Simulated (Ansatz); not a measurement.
# Tl (P6_3/mmc) in Ansatz: notebook

Runs on Tl. Level: PBE. Tasks: single point, equation of state.

Everything below comes from runs of Ansatz 0.2.0. Logs are shortened: lines on timing, memory, paths and dates and some standing lists are left out, and cuts for length are marked.

### 1 The structure

The structure is hexagonal, space group P6_3/mmc (No. 194). The conventional cell has a = 3.456 Å, b = 3.456 Å, c = 5.525 Å, α = 90.00°, β = 90.00°, γ = 120.00°. Tl (site symmetry -6m2) is surrounded by 12 Tl at 3.41 to 3.46 Å.

### 2 Single point, PBE, 26.86 Å³/atom (volume scaled by 0.94)

Contents of input.yaml:

```yaml
crystal:
  lattice:
    - [3.3854495917, 0.0, 0.0]
    - [-1.6927247959, 2.9318853497, 0.0]
    - [0.0, 0.0, 5.4122132507]
  atoms:
    - { symbol: Tl, position: [0.6666666667, 0.3333333333, 0.75] }
    - { symbol: Tl, position: [0.3333333333, 0.6666666667, 0.25] }
hamiltonian:
  xc: pbe
  pseudopotentials: { kind: paw }
kpoints:
  mp_grid: { grid: [9, 9, 5] }
scf:
  occupations: { method: fermi_dirac, width: 0.05 }
output:
  forces: true
  stress: true
  eigenvalues: true
  write_density: true
  write_potential: true
  elf: true
  volumetric_format: npy
```

Potentials or basis: Ansatz PAW.

On the command line:

```bash
> ansatz run input.yaml --threads 2 --pin off --max-ram 5632MiB --backend cpu --events-out ev --progress --plain --runs-dir out
```

The program printed:

```text
Warning: RAYON_NUM_THREADS=2 ignored (pool sized by the plan → 2); use --threads N
Engine: ansatz 0.2.0, x86_64-unknown-linux-gnu
Pseudopotentials: kind: paw
Pseudopotential: Tl, paw, valence charge 13, recommended cutoff 420 eV (normal), Tl.paw.azcp
Functional definition: PBE
  parameter kappa = 0.804
  parameter beta = 0.06672455060314922
  exchange = pbe_x(kappa = kappa, mu = beta*pi^2/3)
  correlation = pbe_c(beta = beta)
Crystal: 2 atoms, lattice volume = 53.720 Å³
Basis set: ecut = 420 eV, 1087 PW (Γ), exchange–correlation on 48×48×80 points (8 copies of the dense FFT grid, shifted against one another)
Bands: 17, of which v1, the nominal top of the filled ones, is band 13 counted from 1 (12 counted from 0)
Symmetry: 24 space group operations
Space group: P63/mmc (ITA 194), of the structure as read, at distance tolerance 3.8e-5 Å
k-points: 36 of 405
Non-local potential: Tl, projectors of the file, l = 0: 2, l = 1: 2, l = 2: 2, l = 3: 1
PAW form: soft (Blöchl's): semilocal exchange-correlation on the pseudo side does not see the compensation charge
PAW one-centre angular grid: Tl, 590 points (default); XC on 64 Gauss nodes
Initial density: superposition of atomic densities (neutral atoms: chi_scale 0, normalization atom), corrected by the library's trained network
Initial wavefunctions: pseudopotential atomic-orbital guess
Functional: x = pbe(κ = 0.804, μ = 0.2195149727645171), c = pbe(β = 0.06672455060314922)
SCF iter   1: F=—  HF=-22888.131139 eV  |F-HF|=—  |Δ(HF+E_count)|=         —  Δρ=5.57e-4  dr2=1.33e-4  ethr=1.77e-3  ⟨swp⟩=6.2  Hψ=3082  notcnv=0
preconditioner: auto → Kerker (q_TF=auto, 2.417 Å⁻¹)  [metal: Δε(μ)=0.007 eV  Ē_g=14.035 eV  σ=0.050 eV  W_gap=0.04  n_scr=10 (ndim 8)  ℏωp=25.8 eV  f_vac=0.000  D(μ)=2.02/eV (n_scr^D=22)]
SCF iter   2: F=—  HF=-22888.129354 eV  |F-HF|=—  |Δ(HF+E_count)|=   1.78e-3  Δρ=3.49e-4  dr2=6.13e-5  ethr=5.10e-7  ⟨swp⟩=2.2  Hψ=1365  notcnv=0
SCF iter   3: F=—  HF=-22888.129402 eV  |F-HF|=—  |Δ(HF+E_count)|=   4.79e-5  Δρ=8.61e-5  dr2=4.00e-6  ethr=2.36e-7  ⟨swp⟩=2.7  Hψ=938  notcnv=0
SCF iter   4: F=—  HF=-22888.129401 eV  |F-HF|=—  |Δ(HF+E_count)|=   1.07e-6  Δρ=3.38e-5  dr2=4.09e-7  ethr=1.54e-8  ⟨swp⟩=2.5  Hψ=1082  notcnv=0
iter 5 did not close the SCF: its close was put off for the readings that it lacked (scf_convergence_deferred on its scf_iter line)
SCF iter   5: F=-22888.129401 eV  HF=-22888.129401 eV  |F-HF|=1.02e-8  |Δ(HF+E_count)|=   3.89e-7  Δρ=1.00e-5  dr2=5.33e-8  ethr=1.57e-9  ⟨swp⟩=2.0  Hψ=1078  notcnv=0
SCF iter   6: F=-22888.129401 eV  HF=-22888.129401 eV  |F-HF|=1.52e-9  |Δ(HF+E_count)|=   4.37e-9  Δρ=1.75e-6  dr2=1.45e-9  ethr=2.05e-10  ⟨swp⟩=5.2  Hψ=3460  notcnv=0
SCF 1 converged in 6 iterations: F = -22888.129401 eV  dr2 = 1.45e-9
SCF converged after 6 iterations
Free energy (F): -22888.129401 eV
Harris-Foulkes:  -22888.129401 eV  (|F-HF|=1.52e-9)
Internal energy: -22888.114246 eV  (E = F + TS)
E sigma→0 (E₀):  -22888.121823 eV
Entropy (-TS):   -0.015155 eV (-7.578 meV/atom)
Fermi energy:    11.353387 eV
--- Per-component energies (eV) ---
  E_band       = 38.328069
  E_kinetic    = 669.322737
  E_local      = -1674.257956  (includes V_loc(G=0)·N_el)
  E_nonlocal   = 634.319275
  E_hartree    = 620.095128
  E_xc         = -462.726499
  E_vxc        = -286.022332  (∫ρ·V_xc dr)
  E_paw        = -20328.151235  (= ΣΔE_a)
  E_vpaw       = -545.223319  (= ΣTr[D̂ρ^β])
  E_aug_tail   = 0.000068  (compensation charges beyond the density's cutoff)
  E_ewald      = -2346.715765
  E_smearing   = -0.015155  (= −TS)
  E_closure    = 0.000000  (closes the sum)
  Σ components = -22888.129401   (vs F -22888.129401, Δ=0.00e0)
--- Forces (eV/Å), atoms counted from 1 ---
  atom   1  Tl     0.00000000    -0.00000000     0.00000000
  atom   2  Tl     0.00000000     0.00000000     0.00000000
  max |Σ_I F_I| component: 4.63e-18 eV/Å
--- Stress (GPa, compression-positive) ---
        5.923410       0.000000       0.000000
        0.000000       5.923410       0.000000
        0.000000       0.000000       7.838043
  P = ⅓ Tr σ = 6.5616 GPa (65.616 kbar)
--- Band table (eV; the first three rows and the last of 36) ---
  k-point 0: bands = ["-0.6243", "-0.3315", "-0.3095", "-0.3095", "-0.2455", "-0.2455", "-0.1717", "-0.1717", "0.2205", "0.2205", "0.8618", "6.2808", "8.2414", "19.7525", "19.7525", "21.7589", "21.9639"]
  k-point 1: bands = ["-0.5902", "-0.3444", "-0.3444", "-0.3432", "-0.2716", "-0.2716", "-0.0928", "-0.0928", "0.2035", "0.2035", "1.0962", "4.7964", "10.1783", "19.9339", "19.9339", "20.3449", "21.7374"]
  k-point 2: bands = ["-0.5029", "-0.4037", "-0.3586", "-0.3586", "-0.3248", "-0.3248", "0.0360", "0.0360", "0.1432", "0.1432", "1.8351", "3.0894", "13.2343", "16.6985", "20.4418", "20.4418", "21.1372"]
  k-point 35: bands = ["-0.5111", "-0.5111", "-0.3741", "-0.1762", "-0.1233", "-0.1233", "-0.0547", "-0.0436", "0.2280", "0.2280", "7.3086", "7.3086", "10.5227", "10.5227", "10.9592", "12.1265", "18.8492"]
```

Run time: 0.97 s. Hardware: 2 threads of AMD EPYC 7R43 (Zen 3), shared host; peak memory 0.38 GiB.

Results:

- Free energy: -22888.1294 eV
- Pressure: 6.6 GPa
- Band gap on the k mesh: none (metal or under the smearing width)

### 3 Single point, PBE, 27.43 Å³/atom (volume scaled by 0.96)

Changes to input.yaml since step 2:

```diff
@@ -2,5 +2,5 @@
   lattice:
-    - [3.3854495917, 0.0, 0.0]
-    - [-1.6927247959, 2.9318853497, 0.0]
-    - [0.0, 0.0, 5.4122132507]
+    - [3.4092915716, 0.0, 0.0]
+    - [-1.7046457858, 2.9525331099, 0.0]
+    - [0.0, 0.0, 5.4503286843]
   atoms:
```

Potentials or basis: Ansatz PAW.

On the command line:

```bash
> ansatz run input.yaml --threads 2 --pin off --max-ram 5632MiB --backend cpu --events-out ev --progress --plain --runs-dir out
```

Run time: 1 s. Hardware: 2 threads of AMD EPYC 7R43 (Zen 3), shared host; peak memory 0.38 GiB.

Results (log left out):

```yaml
Free_energy: -22888.1720 eV
Pressure: 5.4 GPa
Band_gap_on_the_k_mesh: none (metal or under the smearing width)
```

### 4 Single point, PBE, 28.00 Å³/atom (volume scaled by 0.98)

Changes to input.yaml since step 3:

```diff
@@ -2,5 +2,5 @@
   lattice:
-    - [3.4092915716, 0.0, 0.0]
-    - [-1.7046457858, 2.9525331099, 0.0]
-    - [0.0, 0.0, 5.4503286843]
+    - [3.4328046702, 0.0, 0.0]
+    - [-1.7164023351, 2.9728960507, 0.0]
+    - [0.0, 0.0, 5.4879183458]
   atoms:
@@ -19,5 +19 @@
   eigenvalues: true
-  write_density: true
-  write_potential: true
-  elf: true
-  volumetric_format: npy
```

On the command line:

```bash
> ansatz run input.yaml --threads 2 --pin off --max-ram 5632MiB --backend cpu --events-out ev --progress --plain --runs-dir out
```

Wall time 0.79 s (2 threads of AMD EPYC 7R43 (Zen 3), shared host); peak memory 0.37 GiB.

It converged, with:

- Free energy: -22888.2066 eV
- Pressure: 4.4 GPa
- Band gap on the k mesh: none (metal or under the smearing width)

### 5 Single point, PBE, 28.57 Å³/atom

Changes to input.yaml since step 4:

```diff
@@ -2,5 +2,5 @@
   lattice:
-    - [3.4328046702, 0.0, 0.0]
-    - [-1.7164023351, 2.9728960507, 0.0]
-    - [0.0, 0.0, 5.4879183458]
+    - [3.456, 0.0, 0.0]
+    - [-1.728, 2.9929837955, 0.0]
+    - [0.0, 0.0, 5.525]
   atoms:
@@ -19 +19,5 @@
   eigenvalues: true
+  write_density: true
+  write_potential: true
+  elf: true
+  volumetric_format: npy
```

On the command line:

```bash
> ansatz run input.yaml --threads 2 --pin off --max-ram 5632MiB --backend cpu --events-out ev --progress --plain --runs-dir out
```

It took 1.1 s on 2 threads of AMD EPYC 7R43 (Zen 3), shared host; peak memory 0.37 GiB.

It converged, with:

- Free energy: -22888.2343 eV
- Pressure: 3.4 GPa
- Band gap on the k mesh: none (metal or under the smearing width)

### 6 Single point, PBE, 29.15 Å³/atom (volume scaled by 1.02)

Changes to input.yaml since step 5:

```diff
@@ -2,5 +2,5 @@
   lattice:
-    - [3.456, 0.0, 0.0]
-    - [-1.728, 2.9929837955, 0.0]
-    - [0.0, 0.0, 5.525]
+    - [3.4788880842, 0.0, 0.0]
+    - [-1.7394440421, 3.0128054579, 0.0]
+    - [0.0, 0.0, 5.5615904703]
   atoms:
```

Potentials or basis: Ansatz PAW.

On the command line:

```bash
> ansatz run input.yaml --threads 2 --pin off --max-ram 5632MiB --backend cpu --events-out ev --progress --plain --runs-dir out
```

Run time: 1.1 s. Hardware: 2 threads of AMD EPYC 7R43 (Zen 3), shared host; peak memory 0.35 GiB.

It converged, with:

```yaml
Free_energy: -22888.2558 eV
Pressure: 2.6 GPa
Band_gap_on_the_k_mesh: none (metal or under the smearing width)
```

### 7 Single point, PBE, 29.72 Å³/atom (volume scaled by 1.04)

Changes to input.yaml since step 6:

```diff
@@ -2,5 +2,5 @@
   lattice:
-    - [3.4788880842, 0.0, 0.0]
-    - [-1.7394440421, 3.0128054579, 0.0]
-    - [0.0, 0.0, 5.5615904703]
+    - [3.5014788996, 0.0, 0.0]
+    - [-1.7507394498, 3.0323696779, 0.0]
+    - [0.0, 0.0, 5.5977057061]
   atoms:
```

On the command line:

```bash
> ansatz run input.yaml --threads 2 --pin off --max-ram 5632MiB --backend cpu --events-out ev --progress --plain --runs-dir out
```

Wall time 1.1 s (2 threads of AMD EPYC 7R43 (Zen 3), shared host); peak memory 0.35 GiB.

Results (log left out):

```
Free energy            : -22888.2717 eV
Pressure               : 1.9 GPa
Band gap on the k mesh : none (metal or under the smearing width)
```

### 8 Single point, PBE, 30.29 Å³/atom (volume scaled by 1.06)

Changes to input.yaml since step 7:

```diff
@@ -2,5 +2,5 @@
   lattice:
-    - [3.5014788996, 0.0, 0.0]
-    - [-1.7507394498, 3.0323696779, 0.0]
-    - [0.0, 0.0, 5.5977057061]
+    - [3.5237819143, 0.0, 0.0]
+    - [-1.7618909571, 3.0516846552, 0.0]
+    - [0.0, 0.0, 5.6333608439]
   atoms:
@@ -19,5 +19 @@
   eigenvalues: true
-  write_density: true
-  write_potential: true
-  elf: true
-  volumetric_format: npy
```

On the command line:

```bash
> ansatz run input.yaml --threads 2 --pin off --max-ram 5632MiB --backend cpu --events-out ev --progress --plain --runs-dir out
```

It took 0.86 s on 2 threads of AMD EPYC 7R43 (Zen 3), shared host; peak memory 0.38 GiB.

Results (log left out):

```yaml
Free_energy: -22888.2827 eV
Pressure: 1.2 GPa
Band_gap_on_the_k_mesh: none (metal or under the smearing width)
```

### 9 Equation of state, PBE

Potentials or basis: Ansatz PAW.

This step only gathers the single runs of the series.

Results:

```yaml
Equilibrium_volume: "31.57 Å³/atom (rough: see the caveat)"
Bulk_modulus_at_fixed_shape_and_positions: 26 GPa (rough)
```

Energy against volume, from the lowest point:
```tsv
volume (Å³/atom)	energy (meV/atom)
26.860	76.65
27.432	55.37
28.003	38.02
28.575	24.18
29.146	13.44
29.718	5.48
30.289	0.00
```

Caveat: the minimum lies outside the volumes run; the cell was scaled at fixed shape and fractional positions, which overstates the stiffness of a crystal with free parameters, most of all of layers and chains.
